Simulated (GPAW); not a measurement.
```json
{"subject": "PbSe (honeycomb monolayer): G0W0 with GPAW, start to end", "lattice_ang": [[4.0769, 0.0, 0.0], [-2.0384, 3.5307, 0.0], [0.0, 0.0, 11.4]], "atoms": [["Pb", 0.3333, 0.6667, 0.4318], ["Se", 0.6667, 0.3333, 0.5682]], "method": "DFT, PBE, plane waves, PAW (and 1 further level or step)", "program": "GPAW 26.7.0", "settings": "cutoff 450 eV, GPAW PAW setups 1.2.1 data release, 6×6×1 k-mesh, nbands 276", "cost": "3 runs, 2.1 min in all on 4 MPI ranks of Arm Neoverse V1, shared host", "notes": "The structure was relaxed with PBE. Limits: no spin-orbit coupling.", "results": {"pbe_gap": "1.96 eV, indirect", "g0w0_gap_on_the_mesh": "3.18 eV", "gw_settings": "6×6×1 mesh, 123 bands, screening to 48 eV, full frequency, Hilbert transform", "known_limits": "short of the basis limit; no spin-orbit coupling"}}
```

[Long decimals in the printed logs are rounded to 6 places.]

[Logs are printed without paths, hosts, clocks, repeated set-up lines and the standing remarks that a program may print on its own settings, such as how far it seeks lower states.]

[Paths, hosts, dates, memory and timing lines, banners, echoed tables and standing remarks are left out of the program output; an Ansatz launch command may be rebuilt from the run's recorded settings. Measured values are a selection of at most five: reports struck by readers or far from the other reports are left out. None is set beside runs whose start may be inverted or whose files or cutoffs have a known fault.]

[Runs of the session that timed out or met a known fault of the program may be left out.]

[Hosts, paths, dates, database ids (printed as entryN), source tags and the programs' standing remarks are cut or masked in the printed files.]

[Where the starting crystal was built by hand or by swapping elements, it need not be the compound's stable phase.]
